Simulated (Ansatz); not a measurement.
Input and output of a single-point calculation on wurtzite ZnO (Ansatz 0.2.0, HSE06). The cell was relaxed with r2SCAN and then strained (uniaxial -1.0 % along z, other directions held), with the atoms relaxed again with r2SCAN; k points keep the names of the unstrained zone.

The input:
```yaml
crystal:
  lattice:
    - [3.2353408669, 0.0, 0.0]
    - [-1.6176704335, 2.8018873806, 0.0]
    - [0.0, 0.0, 5.1588423132]
  atoms:
    - { symbol: Zn, position: [0.3333333333, 0.6666666667, -0.0036448895] }
    - { symbol: Zn, position: [0.6666666667, 0.3333333333, 0.4963551105] }
    - { symbol: O, position: [0.3333333333, 0.6666666667, 0.3786448895] }
    - { symbol: O, position: [0.6666666667, 0.3333333333, 0.8786448895] }
kpoints:
  mp_grid: { grid: [6, 6, 4] }
  band_path:
    path:
      - [0.0, 0.0, 0.0]
      - [0.5, 0.0, 0.0]
      - [0.3333333333, 0.3333333333, 0.0]
      - [0.0, 0.0, 0.5]
      - [0.5, 0.0, 0.5]
      - [0.3333333333, 0.3333333333, 0.5]
    npoints: 1
hamiltonian:
  xc: hse06
scf:
  occupations: { method: fixed }
  n_extra_bands: 5
output:
  forces: true
  stress: true
  eigenvalues: true
```

It took 40 s on 1 × NVIDIA H100 80GB HBM3 with 2 threads of AMD EPYC 7R13 Processor (Zen 3), on a shared host, load about 0.6 per core; peak host memory 2.3 GiB.

Abridged output:
```
scf.n_extra_bands = 5 over 18 filled bands (N_el = 36.0): the run solves 23 bands
Functional definition: HSE06
Crystal: 4 atoms, lattice volume = 46.765 Å³
Basis set: ecut = 420 eV, 941 PW (Γ)
Symmetry: 12 space group operations
Space group: P63mc (ITA 186)
k-points: 21 of 144 (time reversal used)
Exchange kernel: α = 0.2500, screened, ω = 0.2079 Å⁻¹, Wigner–Seitz truncation, v(0) = 1044.4860 eV·Å³, q-mesh 6×6×4
hybrid outer 1: dexx = +2.403e-2 eV, tail = 9.24e-5 eV
hybrid outer 2: dexx = +1.547e-6 eV, tail = 4.02e-8 eV, Δε = 5.11e-3 eV, ΔF = 1.17e-3 eV/Å
hybrid SCF converged: 2 outer / 12 inner (+3 warm-up)
Free energy (F): -7773.404242 eV
Fermi energy:    6.189659 eV
--- Per-component energies (eV) ---
  E_band       = -0.779630
  E_kinetic    = 614.165219
  E_local      = -3997.714421
  E_nonlocal   = 1341.766143
  E_hartree    = 1654.925093
  E_xc         = -334.299476
  E_vxc        = -231.056986
  E_exx        = -122.839597
  E_paw        = -3950.607341
  E_vpaw       = -792.118389
  E_ewald      = -2980.032083
  E_core_change = 1.228014
--- Forces (eV/Å), atoms counted from 1 ---
  atom   1  Zn      0.00000      0.00000    -0.00887
  atom   2  Zn      0.00000      0.00000    -0.00887
  atom   3  O       0.00000      0.00000      0.00881
  atom   4  O       0.00000      0.00000      0.00881
--- Stress (GPa, compression-positive) ---
        2.889539       0.000000       0.000000
        0.000000       2.889539       0.000000
        0.000000       0.000000       3.779281
  P = ⅓ Tr σ = 3.1861 GPa (31.861 kbar)
```

Levels at the listed points, from bands.tsv (eV from the Fermi energy, bands near the gap, counted from 0):
```tsv
# k_distance	band_13	band_14	band_15	band_16	band_17	band_18	band_19	band_20	band_21
# fermi_ev = 6.189659
# [0, 0, 0] at k_distance = 0.000000
# [0.5, 0, 0] at k_distance = 1.121242
# [0.3333333333, 0.3333333333, 0] at k_distance = 1.768591
# [0, 0, 0.5] at k_distance = 3.199357
# [0.5, 0, 0.5] at k_distance = 4.320598
# [0.3333333333, 0.3333333333, 0.5] at k_distance = 4.967947
# levels_relative_to = fermi_ev
0.000	-0.871	-0.871	-0.075	0.000	0.000	2.568	7.293	10.468	15.078
1.121	-3.858	-3.096	-2.458	-1.404	-0.918	7.907	8.730	9.536	10.918
1.769	-3.956	-3.956	-2.120	-2.120	-1.920	9.516	10.038	10.038	10.122
3.199	-2.486	-0.429	-0.429	-0.429	-0.429	5.341	5.341	12.352	12.352
4.321	-4.400	-1.654	-1.654	-1.440	-1.440	7.620	7.620	10.836	10.836
4.968	-4.228	-3.020	-3.020	-1.281	-1.281	9.942	9.942	10.173	10.173
```
In order the rows are Γ, M, K, A, L, H.

The HSE06 gap is direct at Γ: 2.57 eV. The gap is the least over the mesh and the extra points. At this geometry HSE06 finds +3.2 GPa, compression counted positive: its own equilibrium volume is larger. (The program warns that its thresholds are loose for a hybrid's stress.)

The values are computed, spin-unpolarised, and not measurements.

The meshes of the hybrids are coarse, so their gaps aren't converged to the digits shown.
